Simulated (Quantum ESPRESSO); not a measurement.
# MnS (Rambergite): parallel and opposed starts, part 2 of 3

A self-consistent run ends on one state, which hangs on the start. Several orders of MnS (Rambergite) are started in Quantum ESPRESSO and their energies compared.

Quantum ESPRESSO 7.5; PBE; plane waves with GBRV 1.5 PBE potentials, no spin-orbit coupling.

So far, largest spin moment in the atom's sphere (μB): step 2 (run 1 (ferro ++)) 4.18.

The database entry behind the starting cell differs from later determinations by our own check (about 0.3 % short against later determinations), so it need not match the best structure at ambient conditions.

### Step 3. Start 2: antiferro +−

pw.in

```
&CONTROL
  calculation = 'scf'
  prefix = 'pwscf'
  outdir = './tmp'
  pseudo_dir = './pseudo'
  disk_io = 'nowf'
/
&SYSTEM
  ibrav = 0
  nat = 4
  ntyp = 3
  ecutwfc = 40
  ecutrho = 280
  nbnd = 30
  occupations = 'smearing'
  smearing = 'fd'
  degauss = 0.00367493
  nspin = 2
  starting_magnetization(1) = 0.3
  starting_magnetization(2) = -0.3
  starting_magnetization(3) = 0
/
&ELECTRONS
  conv_thr = 8d-09
  electron_maxstep = 150
  mixing_beta = 0.3
/
ATOMIC_SPECIES
Mn1    54.9380 mn_pbe_v1.5.uspp.F.UPF
Mn2    54.9380 mn_pbe_v1.5.uspp.F.UPF
S      32.0600 s_pbe_v1.4.uspp.F.UPF
CELL_PARAMETERS bohr
   7.5135510715    0.0000000000    0.0000000000
  -3.7567755358    6.5069261005    0.0000000000
   0.0000000000    0.0000000000   12.1547184336
ATOMIC_POSITIONS crystal
Mn1     0.3333333333    0.6666666667    0.0000000000
Mn2     0.6666666667    0.3333333333    0.5000000000
S       0.3333333333    0.6666666667    0.3850000000
S       0.6666666667    0.3333333333    0.8850000000
K_POINTS automatic
6 6 6 0 0 0
```

The run is started by

```console
> OMP_NUM_THREADS=1 mpirun -n 2 pw.x -nk 2 -in pw.in > pw.out
```

Log:

```text
[banner, memory and clock lines left out]
Program PWSCF v.7.5 starts

     Message from routine setup:
     using ibrav=0 with symmetry is DISCOURAGED, use correct ibrav instead

     bravais-lattice index     =            0
     lattice parameter (alat)  =       7.5136  a.u.
     unit-cell volume          =     594.2457 (a.u.)^3
     number of atoms/cell      =            4
     number of atomic types    =            3
     number of electrons       =        42.00
     number of Kohn-Sham states=           30
     kinetic-energy cutoff     =      40.0000  Ry
     charge density cutoff     =     280.0000  Ry
     scf convergence threshold =      8.0E-09
     mixing beta               =       0.3000
     number of iterations used =            8  plain     mixing
     Exchange-correlation=  SLA  PW   PBX  PBC
                           (   1   4   3   4   0   0   0)

     celldm(1)=   7.513551  celldm(2)=   0.000000  celldm(3)=   0.000000
     celldm(4)=   0.000000  celldm(5)=   0.000000  celldm(6)=   0.000000

     crystal axes: (cart. coord. in units of alat)
               a(1) = (   1.000000   0.000000   0.000000 )
               a(2) = (  -0.500000   0.866025   0.000000 )
               a(3) = (   0.000000   0.000000   1.617706 )

     reciprocal axes: (cart. coord. in units 2 pi/alat)
               b(1) = (  1.000000  0.577350 -0.000000 )
               b(2) = (  0.000000  1.154701  0.000000 )
               b(3) = (  0.000000 -0.000000  0.618159 )

     PseudoPot. # 1 for Mn read from file:
     mn_pbe_v1.5.uspp.F.UPF
     Pseudo is Ultrasoft + core correction, Zval = 15.0

     PseudoPot. # 2 for Mn read from file:
     mn_pbe_v1.5.uspp.F.UPF
     Pseudo is Ultrasoft + core correction, Zval = 15.0

     PseudoPot. # 3 for S  read from file:
     s_pbe_v1.4.uspp.F.UPF
     Pseudo is Ultrasoft + core correction, Zval =  6.0

     atomic species   valence    mass     pseudopotential
     Mn1              15.00    54.93800     Mn( 1.00)
     Mn2              15.00    54.93800     Mn( 1.00)
     S                 6.00    32.06000     S ( 1.00)

     Starting magnetic structure
     atomic species   magnetization
     Mn1             0.300
     Mn2            -0.300
     S               0.000

      6 Sym. Ops. (no inversion) found

   Cartesian axes

     site n.     atom                  positions (alat units)
         1        Mn1    tau(   1) = (  -0.0000000   0.5773503   0.0000000  )
         2        Mn2    tau(   2) = (   0.5000000   0.2886751   0.8088531  )
         3        S      tau(   3) = (  -0.0000000   0.5773503   0.6228169  )
         4        S      tau(   4) = (   0.5000000   0.2886751   1.4316700  )

     number of k points=    34  Fermi-Dirac smearing, width (Ry)=  0.0037
                       cart. coord. in units 2pi/alat
        k(    1) = (   0.0000000   0.0000000   0.0000000), wk =   0.0046296
        k(    2) = (   0.0000000   0.0000000   0.1030265), wk =   0.0092593
        k(    3) = (   0.0000000   0.0000000   0.2060531), wk =   0.0092593
        k(    4) = (   0.0000000   0.0000000  -0.3090796), wk =   0.0046296
        k(    5) = (   0.0000000   0.1924501   0.0000000), wk =   0.0277778
        [... 29 further k-points ...]

     Dense  grid:    46931 G-vectors     FFT dimensions: (  45,  45,  72)

     Smooth grid:    20269 G-vectors     FFT dimensions: (  32,  32,  50)

     Check: negative core charge=   -0.000033
     Generating pointlists ...
     new r_m :   0.2502 (alat units)  1.8800 (a.u.) for type    1
     new r_m :   0.2502 (alat units)  1.8800 (a.u.) for type    2
     new r_m :   0.2502 (alat units)  1.8800 (a.u.) for type    3

     Initial potential from superposition of free atoms

     starting charge      40.9998, renormalised to      42.0000
     Starting wfcs are   34 randomized atomic wfcs

     Self-consistent Calculation

     iteration #  1     ecut=    40.00 Ry     beta= 0.30
     Davidson diagonalization with overlap
     ethr =  1.00E-02,  avg # of iterations =  4.0

     total energy              =    -470.48824318 Ry
     estimated scf accuracy    <       1.24994735 Ry

     total magnetization       =    -0.00 Bohr mag/cell
     absolute magnetization    =     9.13 Bohr mag/cell

     iteration #  2     ecut=    40.00 Ry     beta= 0.30
     Davidson diagonalization with overlap
     ethr =  2.98E-03,  avg # of iterations =  2.1

     total energy              =    -470.76923157 Ry
     estimated scf accuracy    <       0.04637599 Ry

     total magnetization       =    -0.00 Bohr mag/cell
     absolute magnetization    =     9.13 Bohr mag/cell

     [... further iterations left out ...]

     iteration # 13     ecut=    40.00 Ry     beta= 0.30
     Davidson diagonalization with overlap
     ethr =  3.39E-11,  avg # of iterations =  2.9

     negative rho (up, down):  3.922E-04 3.922E-04

     total energy              =    -470.78687223 Ry
     estimated scf accuracy    <          8.6E-09 Ry

     total magnetization       =     0.00 Bohr mag/cell
     absolute magnetization    =     9.28 Bohr mag/cell

     iteration # 14     ecut=    40.00 Ry     beta= 0.30
     Davidson diagonalization with overlap
     ethr =  2.05E-11,  avg # of iterations =  2.0

     negative rho (up, down):  3.921E-04 3.921E-04

     Magnetic moment per site  (integrated on atomic sphere of radius R)
     atom   1 (R=0.250)  charge= 12.9264  magn=  4.0567
     atom   2 (R=0.250)  charge= 12.9264  magn= -4.0567
     atom   3 (R=0.250)  charge=  4.1713  magn= -0.0544
     atom   4 (R=0.250)  charge=  4.1713  magn=  0.0544

     End of self-consistent calculation

     [... lines left out ...]
     the Fermi energy is     7.4132 ev

!    total energy              =    -470.78687224 Ry
     estimated scf accuracy    <          5.0E-10 Ry
     smearing contrib. (-TS)   =      -0.00000595 Ry
     internal energy E=F+TS    =    -470.78686629 Ry

     The total energy is F=E-TS. E is the sum of the following terms:
     one-electron contribution =    -317.16387848 Ry
     hartree contribution      =     169.57745969 Ry
     xc contribution           =     -70.32628993 Ry
     ewald contribution        =    -252.87415758 Ry

     total magnetization       =     0.00 Bohr mag/cell
     absolute magnetization    =     9.28 Bohr mag/cell

     convergence has been achieved in  14 iterations
```

Run time: 99 s. Hardware: 2 MPI ranks of Arm Neoverse N1, shared host; peak memory 0.38 GiB; 3.3 min of CPU time.

Spin moment in the atom's sphere by atom:

| atom | spin moment in the atom's sphere (μB) |
| --- | --- |
| Mn1 | 4.06 |
| Mn2 | -4.06 |
| S3 | -0.05 |
| S4 | 0.05 |

This step gave:

* smearing term TS: 8.09e-5 eV
* magnetization: 0 μB
* absolute magnetization: 9.276 μB
* final state: antiferromagnetic

Spin density in the ac plane at fractional y = 0.333, with atoms of Mn and S within 0.2 Å of it.

Ten even steps from '0' (-6.4 e/Å³) to '9' (0.1 e/Å³), each cell a mean:
```
99999999999999
99999999999999
99999999999999
99999999999999
99999999999999
99999999999999
99999999999999
99999999999999
99999999888999
99999998535899
99999997202799
99999998314899
99999999777999
99999999999999
99999999999999
99999999999999
99999999999999
99999999999999
99999999999999
99999999999999
99999999999999
99999999999999
```
Columns run along a (4.0 Å), rows up along c (6.4 Å). Atoms in or near the plane, at fractional coordinates: Mn at (0.67, 0.50), S at (0.67, 0.88).

Valence density in the ac plane at fractional y = 0.333, with atoms of Mn and S within 0.2 Å of it. It is the smooth field of the valence electrons, not physical close to the nuclei.

Ten steps, logarithmic in the rise over the least value, from '_' (0 e/Å³) to '@' (17 e/Å³), each cell a mean:
```
..........::--====--====--::
....__....::--==------==--::
..______..::--==--==--==--::
..______..::--==------==--::
__________..::--======--::..
____________..::------::..__
____________....::::::....__
____________....::--::....__
____________..--++**++--..__
__________..::**%%@@%%**::..
............--##@@@@@@##--..
............--**@@@@@@**--..
....::......::==##%%##==::..
....::........::--==--::....
............__..........__..
..........__________________
____________________________
____________________________
____________________________
________________......______
____..____......::::::......
............::----------::..
```
Columns run along a (4.0 Å), rows up along c (6.4 Å). Atoms in or near the plane, at fractional coordinates: Mn at (0.67, 0.50), S at (0.67, 0.88).

### Step 4. Start 3: antiferro q=(0,1/2,1/2) +−+−

The cell is doubled to 8 atoms to hold this order. The wavevector q is in fractions of the reciprocal vectors of the crystal's primitive cell, as the cells of these inputs are built from it; moments change sign between cells as cos(2π q·R).

pw.in

```
&CONTROL
  calculation = 'scf'
  prefix = 'pwscf'
  outdir = './tmp'
  pseudo_dir = './pseudo'
  disk_io = 'nowf'
/
&SYSTEM
  ibrav = 0
  nat = 8
  ntyp = 3
  ecutwfc = 40
  ecutrho = 280
  nbnd = 55
  occupations = 'smearing'
  smearing = 'fd'
  degauss = 0.00367493
  nspin = 2
  starting_magnetization(1) = 0.3
  starting_magnetization(2) = -0.3
  starting_magnetization(3) = 0
/
&ELECTRONS
  conv_thr = 1.6d-08
  electron_maxstep = 150
  mixing_beta = 0.3
/
ATOMIC_SPECIES
Mn1    54.9380 mn_pbe_v1.5.uspp.F.UPF
Mn2    54.9380 mn_pbe_v1.5.uspp.F.UPF
S      32.0600 s_pbe_v1.4.uspp.F.UPF
CELL_PARAMETERS bohr
   7.5135510715    0.0000000000    0.0000000000
  -7.5135510715   13.0138522009    0.0000000000
  -3.7567755358    6.5069261005   12.1547184336
ATOMIC_POSITIONS crystal
Mn1     0.3333333333    0.3333333334    0.0000000000
Mn2     0.3333333333    0.8333333333    0.0000000000
Mn1     0.6666666667    0.9166666666    0.5000000000
Mn2     0.6666666667    0.4166666666    0.5000000000
S       0.3333333333    0.1408333333    0.3850000000
S       0.3333333333    0.6408333333    0.3850000000
S       0.6666666667    0.7241666666    0.8850000000
S       0.6666666667    0.2241666666    0.8850000000
K_POINTS automatic
6 3 6 0 0 0
```

Log:

```text
     [... lines left out ...]
Program PWSCF v.7.5 starts
     [... lines left out ...]
     number of atoms/cell      =            8
     [... lines left out ...]
     number of electrons       =        84.00
     number of Kohn-Sham states=           55
     kinetic-energy cutoff     =      40.0000  Ry
     charge density cutoff     =     280.0000  Ry
     scf convergence threshold =      1.6E-08
     [... lines left out ...]
      2 Sym. Ops. (no inversion) found
     [... lines left out ...]
     number of k points=    34  Fermi-Dirac smearing, width (Ry)=  0.0037
     [... lines left out ...]
     iteration # 13     ecut=    40.00 Ry     beta= 0.30
     [... lines left out ...]
     Magnetic moment per site  (integrated on atomic sphere of radius R)
     atom   1 (R=0.250)  charge= 12.9280  magn=  4.0115
     atom   2 (R=0.250)  charge= 12.9273  magn= -4.0112
     atom   3 (R=0.250)  charge= 12.9290  magn=  4.0070
     atom   4 (R=0.250)  charge= 12.9289  magn= -4.0070
     atom   5 (R=0.250)  charge=  4.1672  magn=  0.0489
     atom   6 (R=0.250)  charge=  4.1674  magn= -0.0489
     atom   7 (R=0.250)  charge=  4.1645  magn= -0.0028
     atom   8 (R=0.250)  charge=  4.1650  magn=  0.0028
     [... lines left out ...]
     the Fermi energy is     7.3344 ev
!    total energy              =    -941.59431378 Ry
     estimated scf accuracy    <       0.00000001 Ry
     smearing contrib. (-TS)   =      -0.00000010 Ry
     [... lines left out ...]
     total magnetization       =    -0.00 Bohr mag/cell
     absolute magnetization    =    18.20 Bohr mag/cell
     convergence has been achieved in  13 iterations
```

The job ended after 8.9 min (2 MPI ranks; peak memory 0.82 GiB; 18 min of CPU time).

Spin moment in the atom's sphere by atom:

| atom | spin moment in the atom's sphere (μB) |
| --- | --- |
| Mn1 | 4.01 |
| Mn2 | -4.01 |
| Mn3 | 4.01 |
| Mn4 | -4.01 |
| S5 | 0.05 |
| S6 | -0.05 |
| S7 | 0.00 |
| S8 | 0.00 |

Read from the output:

```
smearing term TS       : 1.43e-6 eV
magnetization          : 0 μB
absolute magnetization : 18.20 μB
final state            : antiferromagnetic
```

### Step 5. Run 4 (antiferro q=(0,1/2,0) +−−+)

This order needs a doubled cell of 8 atoms.

Changes to pw.in since step 4:

```diff
@@ -34,3 +34,3 @@
   -7.5135510715   13.0138522009    0.0000000000
-  -3.7567755358    6.5069261005   12.1547184336
+   0.0000000000    0.0000000000   12.1547184336
 ATOMIC_POSITIONS crystal
@@ -38,8 +38,8 @@
 Mn2     0.3333333333    0.8333333333    0.0000000000
-Mn1     0.6666666667    0.9166666666    0.5000000000
-Mn2     0.6666666667    0.4166666666    0.5000000000
-S       0.3333333333    0.1408333333    0.3850000000
-S       0.3333333333    0.6408333333    0.3850000000
-S       0.6666666667    0.7241666666    0.8850000000
-S       0.6666666667    0.2241666666    0.8850000000
+Mn2     0.6666666667    0.1666666666    0.5000000000
+Mn1     0.6666666667    0.6666666666    0.5000000000
+S       0.3333333333    0.3333333334    0.3850000000
+S       0.3333333333    0.8333333333    0.3850000000
+S       0.6666666667    0.1666666666    0.8850000000
+S       0.6666666667    0.6666666666    0.8850000000
 K_POINTS automatic
```

Log:

```text
     [... lines left out ...]
Program PWSCF v.7.5 starts
     [... lines left out ...]
     number of atoms/cell      =            8
     [... lines left out ...]
     number of electrons       =        84.00
     number of Kohn-Sham states=           55
     kinetic-energy cutoff     =      40.0000  Ry
     charge density cutoff     =     280.0000  Ry
     scf convergence threshold =      1.6E-08
     [... lines left out ...]
      4 Sym. Ops. (no inversion) found ( 2 have fractional translation)
     [... lines left out ...]
     number of k points=    32  Fermi-Dirac smearing, width (Ry)=  0.0037
     [... lines left out ...]
     iteration # 12     ecut=    40.00 Ry     beta= 0.30
     [... lines left out ...]
     Magnetic moment per site  (integrated on atomic sphere of radius R)
     atom   1 (R=0.250)  charge= 12.9294  magn=  3.9927
     atom   2 (R=0.250)  charge= 12.9295  magn= -3.9928
     atom   3 (R=0.250)  charge= 12.9295  magn= -3.9928
     atom   4 (R=0.250)  charge= 12.9294  magn=  3.9927
     atom   5 (R=0.250)  charge=  4.1644  magn= -0.0005
     atom   6 (R=0.250)  charge=  4.1643  magn=  0.0005
     atom   7 (R=0.250)  charge=  4.1643  magn=  0.0005
     atom   8 (R=0.250)  charge=  4.1644  magn= -0.0005
     [... lines left out ...]
     the Fermi energy is     7.2365 ev
!    total energy              =    -941.60134196 Ry
     estimated scf accuracy    <       0.00000002 Ry
     smearing contrib. (-TS)   =      -0.00000001 Ry
     [... lines left out ...]
     total magnetization       =     0.00 Bohr mag/cell
     absolute magnetization    =    18.09 Bohr mag/cell
     convergence has been achieved in  12 iterations
```

Wall time 7 min (2 MPI ranks); peak memory 0.8 GiB.

Numbers from this step:

```yaml
smearing_term_ts: 7.77e-8 eV
magnetization: 0 μB
absolute_magnetization: 18.09 μB
final_state: antiferromagnetic
largest_moment: 3.993 μB
```

### Step 6. Run 5 (no spin polarisation)

pw.in

```
&CONTROL
  calculation = 'scf'
  prefix = 'pwscf'
  outdir = './tmp'
  pseudo_dir = './pseudo'
  disk_io = 'nowf'
/
&SYSTEM
  ibrav = 0
  nat = 4
  ntyp = 2
  ecutwfc = 40
  ecutrho = 280
  nbnd = 30
  occupations = 'smearing'
  smearing = 'fd'
  degauss = 0.00367493
/
&ELECTRONS
  conv_thr = 8d-09
  electron_maxstep = 150
  mixing_beta = 0.3
/
ATOMIC_SPECIES
Mn     54.9380 mn_pbe_v1.5.uspp.F.UPF
S      32.0600 s_pbe_v1.4.uspp.F.UPF
CELL_PARAMETERS bohr
   7.5135510715    0.0000000000    0.0000000000
  -3.7567755358    6.5069261005    0.0000000000
   0.0000000000    0.0000000000   12.1547184336
ATOMIC_POSITIONS crystal
Mn      0.3333333333    0.6666666667    0.0000000000
Mn      0.6666666667    0.3333333333    0.5000000000
S       0.3333333333    0.6666666667    0.3850000000
S       0.6666666667    0.3333333333    0.8850000000
K_POINTS automatic
6 6 6 0 0 0
```

Log:

```text
     [... lines left out ...]
Program PWSCF v.7.5 starts
     [... lines left out ...]
     number of atoms/cell      =            4
     [... lines left out ...]
     number of electrons       =        42.00
     number of Kohn-Sham states=           30
     kinetic-energy cutoff     =      40.0000  Ry
     charge density cutoff     =     280.0000  Ry
     scf convergence threshold =      8.0E-09
     [... lines left out ...]
     12 Sym. Ops. (no inversion) found ( 6 have fractional translation)
     [... lines left out ...]
     number of k points=    28  Fermi-Dirac smearing, width (Ry)=  0.0037
     [... lines left out ...]
     iteration # 12     ecut=    40.00 Ry     beta= 0.30
     [... lines left out ...]
     the Fermi energy is     6.7675 ev
!    total energy              =    -470.50622643 Ry
     estimated scf accuracy    <          5.1E-09 Ry
     smearing contrib. (-TS)   =      -0.00456771 Ry
     [... lines left out ...]
     convergence has been achieved in  12 iterations
```

Run time: 38 s. Hardware: 2 MPI ranks; peak memory 0.29 GiB.

Numbers from this step:

```yaml
smearing_term_ts: 0.06215 eV
final_state: non-magnetic (no spin polarisation)
```

### Step 7. The states side by side

An order is kept where moments of 0.15 μB or more survive with the typed signs; meshes match where a doubled cell samples the same k points as the first cell.

Orders:

| start | final state | typed order kept | energy over the lowest (meV a seeded atom) | largest site moment (μB) | net moment (μB a cell of the first run) | mesh matched | CPU time (s) |
| --- | --- | --- | --- | --- | --- | --- | --- |
| ferro ++ | ferromagnetic | yes | 265.9 | 4.179 | 9.932 | yes | 151.3 |
| antiferro +- | antiferromagnetic | yes | 93.87 | 4.057 | 0 | yes | 197.3 |
| antiferro q=(0,1/2,1/2) +-+- | antiferromagnetic | yes | 23.91 | 4.011 | 0 | yes | 1073 |
| antiferro q=(0,1/2,0) +--+ | antiferromagnetic | yes | 0 | 3.993 | 0 | yes | 836.8 |
| no spin polarisation | non-magnetic | - | 2003 | 0 | 0 | yes | 75.09 |

(Continued in part 3 of 3.)

[Logs and program files are shortened in this print: banners, set-up blocks, solver, clock and traceback lines can be left out without a mark of their own.]

[Logs are printed without paths, hosts, clocks, repeated set-up lines and the standing remarks that a program may print on its own settings, such as how far it seeks lower states.]

[Hosts, paths, dates, database ids (printed as entryN), source tags and the programs' standing remarks are cut or masked in the printed files.]

[Where a cell is said to come from a database of computed structures, the database is the Materials Project.]
